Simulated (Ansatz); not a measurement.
The system is ZrH.

```
Zr H
1.0
    -1.64391    1.64391    2.50440
     1.64391   -1.64391    2.50440
     1.64391    1.64391   -2.50440
Zr H
1 1
Direct
  0.00000 0.00000 0.00000
  0.75000 0.25000 0.50000
```

The cell comes from a database or a generator and needn't be the stable form of this composition.

Base run:

| Property | Result |
| --- | --- |
| Program | Ansatz 0.2.0 |
| Functional | LDA |
| Potentials or basis | Ansatz PAW |
| Cutoff | 420 eV |
| Density cutoff | 1680 eV |
| k mesh | 11 × 11 × 11 |
| Occupations | fermi-dirac, width 0.05 eV |
| Spin | no spin polarisation |
| Hubbard terms | Zr d U = 2 eV |

Its results: band gap on the k mesh none (metal or under the smearing width); pressure -4.9 GPa.

Problem. After a change of settings the same cell gave: band gap on the k mesh none (metal or under the smearing width); pressure 5.4 GPa. Which change was it?
A. hubbard terms from Zr d U = 2 eV to Zr d U = 8 eV
B. hubbard terms from Zr d U = 2 eV to none; hubbard projectors from ortho-atomic (the default) to none
C. hubbard terms from Zr d U = 2 eV to Zr d U = 4 eV

Solution. A.

Caveats: U without spin polarisation on a metal has little footing; the PAW data sets come from PBE, with cores solved anew for the run's functional, which leaves a small shift of forces and pressure; the U is typed as a test and isn't derived for this compound.

Not every run made on this cell is shown here.
